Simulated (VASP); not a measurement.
Consider the following.

```yaml
crystal:
  lattice:
    - [0.00000, 3.00160, 3.00160]
    - [3.00160, 0.00000, 3.00160]
    - [3.00160, 3.00160, 0.00000]
  atoms:
    - { symbol: Zn, position: [0.00000, 0.00000, 0.00000] }
    - { symbol: Te, position: [0.25000, 0.25000, 0.25000] }
```

These are LDA (Ceperley-Alder, Perdew-Zunger), VASP's LDA PAW potentials (set 64) (plane waves; VASP) values and carry that method's errors. Settings: 520 eV cut-off, 8×8×8 Γ-centred mesh, Gaussian smearing of 0.050 eV, potentials Zn Te.

Task: Give the energy at these volumes per atom, relative to the lowest: 25.42, 26.24, 27.05, 27.86, 28.67 Å³.

Result: 18.8, 4.4, 0.0, 4.0, 15.2 meV/atom. A third-order Birch-Murnaghan fit gives B0 = 55.4 GPa and B0′ = 4.6.

Measured: bulk modulus 51.0 GPa (computed value off by +8.5 %), as given by Determination of phase transition pressures of ZnTe under quasihydrostatic conditions, doi 10.1007/BF00998350 (1994); a 6.104 Å (computed value off by -1.6 %), as given by Martin Albrecht et al., Physical review. B, Condensed matter (1997), arXiv:cond-mat/9706128. The calculation is for a static lattice, while the measured bulk modulus, a hold thermal and zero-point effects, which are part of the difference.

The compound is ZnTe in the zinc blende structure. It was relaxed first.
